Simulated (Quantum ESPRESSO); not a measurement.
# TaN (Fm-3m) in Quantum ESPRESSO: equation of state

Aim: energy against volume of TaN in PBE, for its equilibrium volume and stiffness.

Program: Quantum ESPRESSO 7.5. These are calculated values, not measurements. Logs are shortened: lines on timing, memory, paths and dates and some standing lists are left out, and cuts for length are marked.

### 1 The crystal as given

Symmetry: Fm-3m, No. 225, cubic system. The conventional cell has a = 4.423 Å, b = 4.423 Å, c = 4.423 Å, α = 90.00°, β = 90.00°, γ = 90.00°. Around Ta (site symmetry m-3m) lie 6 N at 2.21 Å. Around N (site symmetry m-3m) lie 6 Ta at 2.21 Å.

The cell comes from a database or a generator and needn't be the stable form of this composition.

### 2 Single point, PBE, 10.16 Å³/atom

The input, pw.in:

```
&CONTROL
  calculation = 'scf'
  prefix = 'pwscf'
  outdir = './tmp'
  pseudo_dir = './pseudo'
  tstress = .true.
  disk_io = 'nowf'
/
&SYSTEM
  ibrav = 0
  nat = 2
  ntyp = 2
  ecutwfc = 60
  ecutrho = 480
  nbnd = 15
  occupations = 'smearing'
  smearing = 'fd'
  degauss = 0.00367493
/
&ELECTRONS
  conv_thr = 4d-10
  electron_maxstep = 120
  mixing_beta = 0.5
/
ATOMIC_SPECIES
Ta   180.9479 Ta_pbe_v1.uspp.F.UPF
N     14.0070 N.pbe-n-radius_5.UPF
CELL_PARAMETERS angstrom
   0.0000000000    2.1661812927    2.1661812927
   2.1661812927    0.0000000000    2.1661812927
   2.1661812927    2.1661812927    0.0000000000
ATOMIC_POSITIONS crystal
Ta     0.5000000000    0.5000000000    0.5000000000
N      0.0000000000    0.0000000000    0.0000000000
K_POINTS automatic
10 10 10 0 0 0
```

Potentials or basis: SSSP 1.3 efficiency PBE.

Launch:

```sh
> OMP_NUM_THREADS=1 pw.x -in pw.in > pw.out
```

pw.out:

```text
This program is part of the open-source Quantum ESPRESSO suite
     for quantum simulation of materials; please cite
         "P. Giannozzi et al., J. Phys.:Condens. Matter 21 395502 (2009);
         "P. Giannozzi et al., J. Phys.:Condens. Matter 29 465901 (2017);
         "P. Giannozzi et al., J. Chem. Phys. 152 154105 (2020);
     in publications or presentations arising from this work. More details at

     Message from routine setup:
     using ibrav=0 with symmetry is DISCOURAGED, use correct ibrav instead

     G-vector sticks info
     --------------------
     sticks:   dense  smooth     PW     G-vecs:    dense   smooth      PW
     Sum        1111     559    169                24309     8609    1471

     Using Slab Decomposition

     bravais-lattice index     =            0
     lattice parameter (alat)  =       5.7891  a.u.
     unit-cell volume          =     137.1864 (a.u.)^3
     number of atoms/cell      =            2
     number of atomic types    =            2
     number of electrons       =        18.00
     number of Kohn-Sham states=           15
     kinetic-energy cutoff     =      60.0000  Ry
     charge density cutoff     =     480.0000  Ry
     scf convergence threshold =      4.0E-10
     mixing beta               =       0.5000
     number of iterations used =            8  plain     mixing
     Exchange-correlation= PBE
                           (   1   4   3   4   0   0   0)

     celldm(1)=   5.789068  celldm(2)=   0.000000  celldm(3)=   0.000000
     celldm(4)=   0.000000  celldm(5)=   0.000000  celldm(6)=   0.000000

     crystal axes: (cart. coord. in units of alat)
               a(1) = (   0.000000   0.707107   0.707107 )
               a(2) = (   0.707107   0.000000   0.707107 )
               a(3) = (   0.707107   0.707107   0.000000 )

     reciprocal axes: (cart. coord. in units 2 pi/alat)
               b(1) = ( -0.707107  0.707107  0.707107 )
               b(2) = (  0.707107 -0.707107  0.707107 )
               b(3) = (  0.707107  0.707107 -0.707107 )

     PseudoPot. # 1 for Ta read from file:
     Ta_pbe_v1.uspp.F.UPF
     Pseudo is Ultrasoft + core correction, Zval = 13.0
     Generated by new atomic code, or converted to UPF format
     Using radial grid of  921 points,  7 beta functions with:
                l(1) =   0
                l(2) =   0
                l(3) =   1
                l(4) =   1
                l(5) =   2
                l(6) =   2
                l(7) =   3
     Q(r) pseudized with  6 coefficients,  rinner =    1.300   1.300   1.300
                                                       1.300   1.300   1.300
                                                       1.300

     PseudoPot. # 2 for N  read from file:
     N.pbe-n-radius_5.UPF
     Pseudo is Ultrasoft + core correction, Zval =  5.0
     Generated using "atomic" code by A. Dal Corso  v.5.1
     Using radial grid of 1085 points,  4 beta functions with:
                l(1) =   0
                l(2) =   0
                l(3) =   1
                l(4) =   1
     Q(r) pseudized with 0 coefficients

     atomic species   valence    mass     pseudopotential
     Ta               13.00   180.94790     Ta( 1.00)
     N                 5.00    14.00700     N ( 1.00)

     48 Sym. Ops., with inversion, found

   Cartesian axes

     site n.     atom                  positions (alat units)
         1        Ta     tau(   1) = (   0.7071068   0.7071068   0.7071068  )
         2        N      tau(   2) = (   0.0000000   0.0000000   0.0000000  )

     number of k points=    47  Fermi-Dirac smearing, width (Ry)=  0.0037
                       cart. coord. in units 2pi/alat
        k(    1) = (   0.0000000   0.0000000   0.0000000), wk =   0.0020000
        k(    2) = (   0.0707107   0.0707107  -0.0707107), wk =   0.0160000
        k(    3) = (   0.1414214   0.1414214  -0.1414214), wk =   0.0160000
        k(    4) = (   0.2121320   0.2121320  -0.2121320), wk =   0.0160000
        k(    5) = (   0.2828427   0.2828427  -0.2828427), wk =   0.0160000
        k(    6) = (  -0.3535534  -0.3535534   0.3535534), wk =   0.0080000
[... 39 lines left out ...]
        k(   46) = (  -0.0707107  -0.3535534   0.6363961), wk =   0.0480000
        k(   47) = (  -0.7071068   0.2828427   0.0000000), wk =   0.0240000

     Dense  grid:    24309 G-vectors     FFT dimensions: (  45,  45,  45)

     Smooth grid:     8609 G-vectors     FFT dimensions: (  30,  30,  30)

     Initial potential from superposition of free atoms

     starting charge      17.9989, renormalised to      18.0000

     negative rho (up, down):  9.335E-02 0.000E+00
     Starting wfcs are   17 randomized atomic wfcs

     Self-consistent Calculation

     iteration #  1     ecut=    60.00 Ry     beta= 0.50
     Davidson diagonalization with overlap
     ethr =  1.00E-02,  avg # of iterations =  3.1

     negative rho (up, down):  9.605E-02 0.000E+00

     total energy              =    -162.01291436 Ry
     estimated scf accuracy    <       0.48208667 Ry

     iteration #  2     ecut=    60.00 Ry     beta= 0.50
     Davidson diagonalization with overlap
     ethr =  2.68E-03,  avg # of iterations =  2.0

     negative rho (up, down):  9.722E-02 0.000E+00

     total energy              =    -162.15607194 Ry
     estimated scf accuracy    <       0.20125868 Ry

     iteration #  3     ecut=    60.00 Ry     beta= 0.50
     Davidson diagonalization with overlap
     ethr =  1.12E-03,  avg # of iterations =  1.1

     negative rho (up, down):  1.000E-01 0.000E+00

     total energy              =    -162.19351724 Ry
     estimated scf accuracy    <       0.00238267 Ry

     iteration #  4     ecut=    60.00 Ry     beta= 0.50
     Davidson diagonalization with overlap
     ethr =  1.32E-05,  avg # of iterations =  2.8

     negative rho (up, down):  9.951E-02 0.000E+00

     total energy              =    -162.19391963 Ry
     estimated scf accuracy    <       0.00080672 Ry

     iteration #  5     ecut=    60.00 Ry     beta= 0.50
     Davidson diagonalization with overlap
     ethr =  4.48E-06,  avg # of iterations =  1.3

     negative rho (up, down):  9.943E-02 0.000E+00

     total energy              =    -162.19394534 Ry
     estimated scf accuracy    <       0.00006346 Ry
[... 37 lines left out ...]
     iteration # 10     ecut=    60.00 Ry     beta= 0.50
     Davidson diagonalization with overlap
     ethr =  1.54E-10,  avg # of iterations =  1.1

     negative rho (up, down):  9.939E-02 0.000E+00

     total energy              =    -162.19394751 Ry
     estimated scf accuracy    <          5.8E-09 Ry

     iteration # 11     ecut=    60.00 Ry     beta= 0.50
     Davidson diagonalization with overlap
     ethr =  3.22E-11,  avg # of iterations =  2.0

     negative rho (up, down):  9.939E-02 0.000E+00

     total energy              =    -162.19394751 Ry
     estimated scf accuracy    <          7.3E-10 Ry

     iteration # 12     ecut=    60.00 Ry     beta= 0.50
     Davidson diagonalization with overlap
     ethr =  4.07E-12,  avg # of iterations =  1.2

     negative rho (up, down):  9.939E-02 0.000E+00

     total energy              =    -162.19394751 Ry
     estimated scf accuracy    <          5.4E-10 Ry

     iteration # 13     ecut=    60.00 Ry     beta= 0.50
     Davidson diagonalization with overlap
     ethr =  3.01E-12,  avg # of iterations =  1.4

     negative rho (up, down):  9.939E-02 0.000E+00

     End of self-consistent calculation

          k = 0.0000 0.0000 0.0000 (  1067 PWs)   bands (ev):

   -46.7118 -12.9166 -12.9166 -12.9166   3.5516  18.7983  18.7983  18.7983
    20.5399  20.5399  20.5399  22.8522  22.8522  24.6810  31.9279

          k = 0.0707 0.0707-0.0707 (  1067 PWs)   bands (ev):

   -46.7052 -13.0211 -12.9257 -12.9257   3.8116  17.6668  18.0127  18.0127
    20.9189  20.9189  20.9993  23.8219  23.8219  25.3709  32.7015

          k = 0.1414 0.1414-0.1414 (  1065 PWs)   bands (ev):

   -46.6878 -13.2856 -12.9496 -12.9496   4.5184  15.7847  16.7621  16.7621
    21.5827  21.7806  21.7806  25.8185  25.8185  26.8253  34.5357

          k = 0.2121 0.2121-0.2121 (  1077 PWs)   bands (ev):

   -46.6663 -13.5960 -12.9788 -12.9788   5.4801  13.9860  15.7308  15.7308
    22.4443  22.9926  22.9926  27.9821  28.0035  28.0035  35.3924

          k = 0.2828 0.2828-0.2828 (  1065 PWs)   bands (ev):

   -46.6487 -13.8356 -13.0022 -13.0022   6.4059  12.5927  15.0784  15.0784
    23.7596  24.2355  24.2355  27.7079  29.8954  29.8954  35.0267

          k =-0.3536-0.3536 0.3536 (  1068 PWs)   bands (ev):

   -46.6421 -13.9246 -13.0111 -13.0111   6.8323  12.0182  14.8564  14.8564
    24.8207  24.8207  24.9100  26.6819  30.7917  30.7917  35.1094

          k = 0.1414-0.0000 0.0000 (  1074 PWs)   bands (ev):

   -46.7030 -13.0150 -12.9488 -12.9488   3.8843  16.9322  18.2577  18.2577
    20.0378  21.6199  21.6199  23.0272  24.0766  26.1042  32.9498

          k = 0.2121 0.0707-0.0707 (  1062 PWs)   bands (ev):

   -46.6892 -13.2103 -12.9839 -12.9651   4.3990  15.6103  17.2519  17.5048
    20.1682  22.4092  22.4333  24.1947  25.1812  27.8096  34.4587

          k = 0.2828 0.1414-0.1414 (  1082 PWs)   bands (ev):

   -46.6690 -13.4951 -13.0174 -12.9939   5.2015  14.2977  16.0122  16.4603
    20.8930  23.3922  23.4669  26.2132  26.8556  29.3768  35.7030

          k = 0.3536 0.2121-0.2121 (  1080 PWs)   bands (ev):
[... 74 lines left out ...]
          k =-0.1414-0.5657 0.5657 (  1074 PWs)   bands (ev):

   -46.6270 -13.6917 -13.3133 -13.1686   5.4246  14.7102  15.8223  16.6617
    19.7916  25.7506  25.8391  27.0386  28.2248  31.2893  32.8475

          k =-0.0707-0.4950 0.4950 (  1091 PWs)   bands (ev):

   -46.6243 -13.6555 -13.4418 -13.1311   5.7532  14.1584  15.6959  15.9441
    21.2906  24.9958  25.1508  27.8017  28.9933  32.1985  33.3962

          k =-0.0000-0.4243 0.4243 (  1081 PWs)   bands (ev):

   -46.6300 -13.6344 -13.4389 -13.0717   6.0264  13.4971  15.4300  15.7561
    23.1287  24.1616  24.2062  26.7465  30.4846  32.5249  33.7660

          k = 0.5657-0.0000 0.0000 (  1082 PWs)   bands (ev):

   -46.6280 -13.7028 -13.2183 -13.2183   4.9366  15.2788  17.2323  17.8986
    17.8986  24.7911  26.3687  26.3687  27.2617  31.1158  32.9226

          k =-0.0707-0.6364 0.6364 (  1080 PWs)   bands (ev):

   -46.6213 -13.7329 -13.2840 -13.2274   4.9676  15.7372  16.4736  17.5885
    18.5583  25.6178  26.3136  26.3778  27.9129  30.4894  32.4119

          k = 0.0000-0.5657 0.5657 (  1073 PWs)   bands (ev):

   -46.6199 -13.6751 -13.4117 -13.1943   5.2686  15.3774  15.8739  16.7896
    19.6731  25.7503  25.8753  27.2254  27.9576  31.0876  33.0059

          k =-0.7071 0.0000 0.0000 (  1090 PWs)   bands (ev):

   -46.6191 -13.7697 -13.2496 -13.2496   4.8002  16.0280  16.9889  18.0157
    18.0157  25.0461  26.5849  26.5849  27.7997  30.1129  31.9387

          k = 0.2828 0.1414 0.0000 (  1068 PWs)   bands (ev):

   -46.6740 -13.3701 -13.0719 -12.9793   4.9107  14.6306  16.5772  16.9797
    20.3067  23.2184  23.6511  24.4031  26.5217  29.4094  35.9103

          k = 0.3536 0.2121-0.0707 (  1074 PWs)   bands (ev):

   -46.6552 -13.5814 -13.1450 -13.0098   5.5647  13.7889  15.6953  16.2833
    21.0317  23.9257  24.8217  25.7501  28.0923  30.5505  35.4072

          k =-0.2828-0.4243 0.5657 (  1075 PWs)   bands (ev):

   -46.6399 -13.7550 -13.1810 -13.0483   6.1217  13.1412  15.2403  15.6702
    22.1061  24.7446  24.9579  27.4698  29.2632  31.0608  34.0808

          k =-0.2121-0.3536 0.4950 (  1084 PWs)   bands (ev):

   -46.6341 -13.8210 -13.1899 -13.0668   6.3444  12.8822  15.2730  15.2781
    23.2877  23.8633  25.3288  28.3869  29.9845  30.8430  33.7906

          k = 0.4243 0.1414-0.0000 (  1068 PWs)   bands (ev):

   -46.6481 -13.5668 -13.1807 -13.0958   5.3214  14.1321  16.6080  16.6156
    19.6084  24.8625  25.1617  25.5677  27.1426  31.4393  35.1765

          k =-0.2121-0.4950 0.6364 (  1076 PWs)   bands (ev):

   -46.6342 -13.6688 -13.2676 -13.1317   5.6182  14.1237  15.7842  16.2306
    20.5057  25.1803  25.6802  26.4610  28.6395  31.6383  33.4466

          k =-0.1414-0.4243 0.5657 (  1085 PWs)   bands (ev):

   -46.6270 -13.7058 -13.3426 -13.1393   5.8678  13.8970  15.5620  15.8081
    21.7511  24.1030  25.8429  27.9717  28.9188  32.0957  33.2643

          k =-0.0707-0.3536 0.4950 (  1080 PWs)   bands (ev):

   -46.6292 -13.6798 -13.3727 -13.1039   5.9795  13.6230  15.4839  15.7252
    22.8262  23.4105  25.3751  27.1594  29.8715  32.3567  33.6315

          k = 0.0000-0.2828 0.4243 (  1073 PWs)   bands (ev):

   -46.6400 -13.6371 -13.2972 -13.0504   5.8728  13.5657  15.4477  15.9694
    21.8395  24.6878  24.7526  26.0106  29.5884  31.3886  34.2667

          k =-0.1414-0.5657 0.7071 (  1077 PWs)   bands (ev):

   -46.6271 -13.6856 -13.2679 -13.2114   5.1842  15.0990  16.4137  16.8032
    19.3082  25.5658  25.9367  26.3142  28.0333  31.1956  32.9927

          k =-0.0707-0.4950 0.6364 (  1080 PWs)   bands (ev):

   -46.6212 -13.6624 -13.3835 -13.2191   5.3736  15.1988  15.8508  16.3368
    20.2958  24.8949  26.3582  26.8872  28.2691  31.5817  33.2586

          k = 0.0000-0.4243 0.5657 (  1086 PWs)   bands (ev):

   -46.6220 -13.5517 -13.5393 -13.1727   5.6809  14.4204  15.7741  15.9147
    21.6509  23.8489  25.9737  27.4193  28.5820  32.8819  34.2707

          k =-0.7071 0.1414 0.0000 (  1084 PWs)   bands (ev):

   -46.6191 -13.7217 -13.3010 -13.2608   5.0380  15.9446  16.3372  16.8109
    19.2627  25.7493  25.9727  26.5899  28.0837  30.6190  32.5545

          k =-0.1414-0.4243 0.7071 (  1078 PWs)   bands (ev):

   -46.6248 -13.6327 -13.3962 -13.1906   5.6465  14.4655  15.7849  15.8842
    21.4796  23.9965  26.1654  26.6765  28.9921  32.4442  33.6881

          k =-0.0707-0.3536 0.6364 (  1074 PWs)   bands (ev):

   -46.6212 -13.5853 -13.4682 -13.2244   5.6584  14.5809  15.7488  15.8481
    22.5861  22.6649  26.3677  27.4734  28.0642  33.3124  34.1989

          k =-0.7071 0.2828 0.0000 (  1074 PWs)   bands (ev):

   -46.6190 -13.5943 -13.4336 -13.2788   5.4697  15.2649  15.8119  15.8750
    21.3814  23.7396  26.5981  26.9742  27.8494  32.7364  34.1326

     the Fermi energy is    22.7894 ev

!    total energy              =    -162.19394751 Ry
     estimated scf accuracy    <          1.9E-11 Ry
     smearing contrib. (-TS)   =      -0.00038517 Ry
     internal energy E=F+TS    =    -162.19356235 Ry

     The total energy is F=E-TS. E is the sum of the following terms:
     one-electron contribution =      -2.28897021 Ry
     hartree contribution      =      14.01991110 Ry
     xc contribution           =     -47.97712415 Ry
     ewald contribution        =    -125.94737910 Ry

     convergence has been achieved in  13 iterations

     Computing stress (Cartesian axis) and pressure

     negative rho (up, down):  9.939E-02 0.000E+00
          total   stress  (Ry/bohr**3)                   (kbar)     P=      211.83
   0.00144002   0.00000000   0.00000000          211.83        0.00        0.00
   0.00000000   0.00144002   0.00000000            0.00      211.83        0.00
  -0.00000000   0.00000000   0.00144002           -0.00        0.00      211.83

=------------------------------------------------------------------------------=
   JOB DONE.
=------------------------------------------------------------------------------=
```

Wall time 19 s (1 thread of Arm Neoverse V2, shared host); peak memory 0.2 GiB.

Results:

| Property | Result |
| --- | --- |
| Free energy | -2206.7611 eV |
| Pressure | 21.2 GPa |
| Band gap on the k mesh | none (metal or under the smearing width) |

### 3 Single point, PBE, 10.38 Å³/atom

Changes to pw.in since step 2:

```diff
@@ -28,5 +28,5 @@
 CELL_PARAMETERS angstrom
-   0.0000000000    2.1661812927    2.1661812927
-   2.1661812927    0.0000000000    2.1661812927
-   2.1661812927    2.1661812927    0.0000000000
+   0.0000000000    2.1814365931    2.1814365931
+   2.1814365931    0.0000000000    2.1814365931
+   2.1814365931    2.1814365931    0.0000000000
 ATOMIC_POSITIONS crystal
```

Potentials or basis: SSSP 1.3 efficiency PBE.

Launch:

```sh
> OMP_NUM_THREADS=1 pw.x -in pw.in > pw.out
```

Wall time 17 s (1 thread of Arm Neoverse V2, shared host); peak memory 0.2 GiB.

Results (log left out):

```yaml
Free_energy: -2206.8072 eV
Pressure: 12.7 GPa
Band_gap_on_the_k_mesh: none (metal or under the smearing width)
```

(Continued in part 2 of 2.)
